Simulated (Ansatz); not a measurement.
**Platinum, fcc: r²SCAN0 after r²SCAN**

Aim: see what exact exchange does to the levels, and what it costs. Spin polarisation is left out. The geometry was relaxed under r²SCAN beforehand and is kept. Exact exchange is dear, so the k-mesh is coarse, and r²SCAN is run on the same mesh for comparison.

Method: DFT, plane waves (500 eV) with PBE-made PAW files, scalar-relativistic; functionals as named at each step, in Ansatz 0.2.0.

**1. The system as given**

The structure is cubic, space group Fm-3m (No. 225). Conventional cell: a = 3.941 Å, b = 3.941 Å, c = 3.941 Å, α = 90.00°, β = 90.00°, γ = 90.00°. Pt (site symmetry m-3m) is surrounded by 12 Pt at 2.79 Å.

Structure file:

```
CELL_PARAMETERS angstrom
0.00000 1.97058 1.97058
1.97058 0.00000 1.97058
1.97058 1.97058 0.00000
ATOMIC_POSITIONS crystal
Pt 0.00000 0.00000 0.00000
```

**2. r²SCAN on the coarse mesh**

The run with r²SCAN.

Contents of input.yaml:

```yaml
crystal:
  lattice:
    - [0.0, 1.9705765475, 1.9705765475]
    - [1.9705765475, 0.0, 1.9705765475]
    - [1.9705765475, 1.9705765475, 0.0]
  atoms:
    - { symbol: Pt, position: [0.0, 0.0, 0.0] }
hamiltonian:
  xc: r2scan
  pseudopotentials:
    kind: paw
    azcp:
      Pt: "pseudopotentials/Pt.paw.azcp"
basis:
  ecutwfc: 500
  fft_grid_basis: typed
kpoints:
  mp_grid: { grid: [7, 7, 7], shift: [0, 0, 0] }
magnetization:
  spin_polarized: false
scf:
  occupations: { method: fermi_dirac, width: 0.1 }
```

The program printed (excerpt; [...] marks lines left out):

```text
Warning: RAYON_NUM_THREADS=4 ignored (pool sized by the plan → 4); use --threads N
[...]
Pseudopotentials: kind: paw
Pseudopotential: Pt, paw, valence charge 18, recommended cutoff 500 eV (meta_gga), <dir>
Functional definition: r2SCAN
[...]
Crystal: 1 atoms, lattice volume = 15.304 Å³
Basis set: ecut = 500 eV, 387 PW (Γ), exchange–correlation on 96×96×96 points (64 copies of the dense FFT grid, shifted against one another)
Bands: 13, of which v1, the nominal top of the filled ones, is band 9 counted from 1 (8 counted from 0)
Symmetry: 48 space group operations
Space group: Fm-3m (ITA 225), of the structure as read, at distance tolerance 2.5e-5 Å
k-points: 20 of 343
[...]
SCF iter   1: F=—  HF=-12536.789435 eV  |F-HF|=—  |Δ(HF+E_count)|=         —  Δρ=1.63e-2  dr2=3.33e-2  dr2_τ=1.11e-2  ethr=1.77e-3  ⟨swp⟩=5.0  Hψ=1408  notcnv=0
[...]
SCF iter   6: F=-12536.789383 eV  HF=-12536.789383 eV  |F-HF|=6.31e-9  |Δ(HF+E_count)|=   9.18e-8  Δρ=1.83e-5  dr2=2.72e-8  dr2_τ=2.27e-9  ethr=5.56e-10  ⟨swp⟩=2.0  Hψ=523  notcnv=0
[...]
SCF converged after 6 iterations
Free energy (F): -12536.789383 eV
[...]
E sigma→0 (E₀):  -12536.761251 eV
Entropy (-TS):   -0.056264 eV (-56.264 meV/atom)
Fermi energy:    22.803260 eV
[...]
```

It took 0.58 s on 4 threads of an x86-64 CPU, shared host; peak memory 0.35 GiB.

**3. r²SCAN0, coarse mesh**

The run with r²SCAN0.

input.yaml, as its differences from that of step 2:

```diff
@@ -8,3 +8,3 @@
 hamiltonian:
-  xc: r2scan
+  xc: r2scan0
   pseudopotentials:
```

The program printed (excerpt; [...] marks lines left out):

```text
Warning: RAYON_NUM_THREADS=4 ignored (pool sized by the plan → 4); use --threads N
[...]
[... 2 set-up lines as earlier in the session ...]
Functional definition: r2SCAN0
[...]
Crystal: 1 atoms, lattice volume = 15.304 Å³
Basis set: ecut = 500 eV, 387 PW (Γ), exchange–correlation on 96×96×96 points (64 copies of the dense FFT grid, shifted against one another)
Bands: 13, of which v1, the nominal top of the filled ones, is band 9 counted from 1 (8 counted from 0)
[... 2 set-up lines as earlier in the session ...]
k-points: 20 of 343
[...]
SCF iter   1: F=—  HF=-12536.786243 eV  |F-HF|=—  |Δ(HF+E_count)|=         —  Δρ=1.36e-2  dr2=1.86e-2  dr2_τ=9.21e-3  ethr=1.77e-3  ⟨swp⟩=7.7  Hψ=1121  notcnv=0
[...]
Frozen-core exchange: fock
[...]
hybrid outer 4: dexx = +3.139e-9 eV, tail = 2.38e-9 eV, Δε = 2.24e-4 eV (about 6.73e-5 eV left of the loop's levels)
hybrid SCF converged: 4 outer / 14 inner (+7 warm-up), last move |dexx| = 3.14e-9 eV, tail = 2.38e-9 eV
Stability not checked: this state was not tested for a lower state beside it, because the functional holds exact exchange (a hybrid, or Hartree-Fock), whose exchange loop this test does not read (fock_operator; see scf.lower_state_search)
Free energy (F): -12533.108675 eV
Frozen-core exchange: fock
[...]
E sigma→0 (E₀):  -12533.106026 eV
Entropy (-TS):   -0.005299 eV (-5.299 meV/atom)
Fermi energy:    22.249825 eV
[...]
--- Band table (eV; the first three rows and the last of 20) ---
  k-point 0: bands = ["-82.2334", "-34.4318", "-34.4318", "-34.4318", "10.8153", "17.4551", "17.4551", "17.4551", "19.5317", "19.5317", "38.9255"]
[...]
  guard bands above this table: 2 of the run's 13 bands. The solve was not asked for them (output.publish_guard_bands: true or output.eigenvalues: true publishes all)
```

Run time: 7.1 s. Hardware: 4 threads of an x86-64 CPU, shared host; peak memory 0.98 GiB.

**4. The functionals compared**

```tsv
functional	gap on the mesh	Fermi energy (eV)	SCF cycles	exchange loops	CPU time
r²SCAN	none (levels filled in part)	22.803	6	-	1.2 s
r²SCAN0	none (levels filled in part)	22.250	21	4	21 s
```

**5. Summary of results**

| quantity | value |
| --- | --- |
| r²SCAN: gap | none (levels filled in part) |
| r²SCAN0: gap | none (levels filled in part) |
| r²SCAN0: SCF cycles, exchange loops | 21, 4 |
| r²SCAN0: CPU time over that of r²SCAN | 17 |

Neither r²SCAN nor r²SCAN0 shows a clean gap on this mesh. r²SCAN0 cost 17 times the CPU time of r²SCAN. r²SCAN0 needed 4 outer loops of the exchange operator. Absolute energies differ from functional to functional, by eV per atom at times, and say nothing by themselves.
